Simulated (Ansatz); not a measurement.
## CoO in Ansatz: the effect of functional

Crystal: CoO.

```
CELL_PARAMETERS angstrom
-1.48762 1.48762 2.07877
1.48762 -1.48762 2.07877
1.48762 1.48762 -2.07877
ATOMIC_POSITIONS crystal
Co 0.00000 0.00000 0.00000
O 0.50000 0.50000 0.00000
```

The cell isn't the ideal one: volume scaled by 0.96.

Alike in all runs:

```yaml
Program: Ansatz 0.2.0
Task: single point
Potentials_or_basis: Ansatz PAW
k_mesh: 12 × 12 × 12
Occupations: fermi-dirac, width 0.05 eV
Spin: collinear spin, ferromagnetic start
Starting_moments: "[2.0, 0.0] μB"
```

```csv
functional,cutoff,pressure (GPa),moment (μB)
LDA,420 eV (not typed: the program's choice for these potentials),-13.2,2.64
PBE,420 eV (not typed: the program's choice for these potentials),7.1,2.78
PBEsol,420 eV (not typed: the program's choice for these potentials),-2.5,2.84
r2SCAN,500 eV (not typed: the program's choice for these potentials),?,?
```

Question: What does the run with functional r2SCAN give?

Answer: Pressure 9.2 GPa; moment 3.00 μB.

Caveats: a cell with one magnetic atom can't hold antiferromagnetic order, which such compounds often take; the PAW data sets come from PBE, with cores solved anew for the run's functional, which leaves a small shift of forces and pressure (some runs); the magnetic or orbital state may not be the lowest (some runs).
